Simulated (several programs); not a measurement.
## What each method gives for As (buckled honeycomb monolayer)

As as a buckled honeycomb monolayer, relaxed with r2SCAN in Ansatz, was computed with several methods. The sheet's in-plane cell has a = 3.575 Å, b = 3.575 Å (γ = 120.0°), and its outermost atoms lie 1.37 Å apart along the normal. As is surrounded by 3 As at 2.48 Å. These are computed values for a spin-unpolarised cell that may be hypothetical; none is a measurement.

```cif
data_structure
_symmetry_space_group_name_H-M 'P 1'
_symmetry_Int_Tables_number 1
_cell_length_a 3.5749
_cell_length_b 3.5749
_cell_length_c 26.4156
_cell_angle_alpha 90.000
_cell_angle_beta 90.000
_cell_angle_gamma 120.000
_cell_volume 292.36
loop_
_atom_site_label
_atom_site_type_symbol
_atom_site_fract_x
_atom_site_fract_y
_atom_site_fract_z
_atom_site_occupancy
As1 As 0.33333 0.66667 0.32062 1
As2 As 0.66667 0.33333 0.37245 1
```
The sheet repeats along a and b alone.

Gaps and times are for a single point on this cell. Times are rough, from shared hosts (AMD EPYC 7R13 Processor; Arm Neoverse V1; NVIDIA H100 80GB HBM3), and each method has its own mesh and cell size. PM6 (MOPAC), PM7 (MOPAC), GFN1-xTB (tblite), GFN2-xTB (tblite) treat a cluster of cells at its zone centre, which samples few k points: where these miss a band edge, the gap comes out too large for that reason alone. Gaps from k meshes are read at a limited set of points (mesh, symmetry points, PBE's band edges), so each method's own least gap may be somewhat smaller. Force fields have no electrons; where one was fitted to this phase, its volume and modulus reflect the fit. xTB and the PM methods were fitted mostly to molecules, and can miss a solid's gap by electronvolts. Minimal bases can be far off for gaps. Times of the plane-wave ladder aren't listed, since it ran on unlike processors and cards. GLLB-SC's gap includes the derivative discontinuity. d marks a direct gap, i an indirect one (no mark: not told apart), a dash a value that wasn't computed or didn't pass its checks.

```tsv
method	kind	gap (eV)	atoms computed	processor time
GaAs.bop.table (LAMMPS)	force field	–	2	0.12 s
GFN1-xTB (tblite)	tight binding	1.63	cluster	0.82 s
GFN2-xTB (tblite)	tight binding	1.99	cluster	0.98 s
PM6 (MOPAC)	semi-empirical	2.47	cluster	1.3 s
light PBE (260 eV and a coarse mesh)	light plane-wave	1.67 i	2	2.2 s
PBE/single zeta (GPAW)	small basis	1.76 i	2	3.1 s
PM7 (MOPAC)	semi-empirical	5.06	cluster	4 s
LDA	semilocal	1.57 i	2	–
PBE	semilocal	1.66 i	2	–
PBE+SOC	semilocal	1.54 i	2	–
r2SCAN	semilocal	1.97 i	2	–
GLLB-SC (GPAW)	model potential	2.58	2	30 s
r2SCANh	hybrid	2.42 i	2	–
PBE0	hybrid	2.94 i	2	–
Hartree-Fock	exact exchange	7.29 i	2	–
HSE06	hybrid	2.29 i	2	–
HSE06+SOC	hybrid	2.15 i	2	–
```

Against HSE06 (2.29 eV) and with closed or daggered gaps left aside, the nearest gap at the points sampled is that of r2SCANh (+0.13 eV) and the farthest that of Hartree-Fock (+5.00 eV). HSE06 is only a yardstick of convenience, and nearness to it can be luck.

Relaxed on its own, the cell leaves this structure with GaAs.bop.table (LAMMPS), so no volume is listed.

Only the rows marked +SOC include spin-orbit coupling.
